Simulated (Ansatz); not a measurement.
Runs of Ansatz 0.2.0 on Sb. Symmetry: R-3m, No. 166, trigonal system. The conventional cell has a = 4.308 Å, b = 4.308 Å, c = 11.274 Å, α = 90.00°, β = 90.00°, γ = 120.00°. Around Sb (site symmetry 3m) lie 3 Sb at 2.91 Å. 

| task | level | cell | cutoff (eV) | pressure (GPa) | relaxed volume (Å³/atom) | largest force (eV/Å) |
| --- | --- | --- | --- | --- | --- | --- |
| relaxation of cell and atoms | LDA | relaxed | - | 0.0 | 29.23 | - |
| relaxation of cell and atoms | revPBE | relaxed | - | 0.0 | 32.97 | - |
| band structure | RPBE | as given | 230 | 4.1 | - | (a) |
| band structure | BLYP | as given | 230 | 6.9 | - | (b) |
| relaxation of cell and atoms | PBEsol+D4 | relaxed | - | 0.0 | 28.90 | - |

Alike in all rows: potentials or basis all-electron LAPW, scalar-relativistic; no spin polarisation; k mesh 8 × 8 × 8; smearing fermi-dirac 0.05 eV; basis error allowed 0.001 eV/atom.

Estimate the missing entries.

(a) 0.19; (b) 0.13.

Runs at the PBE level aren't shown here.
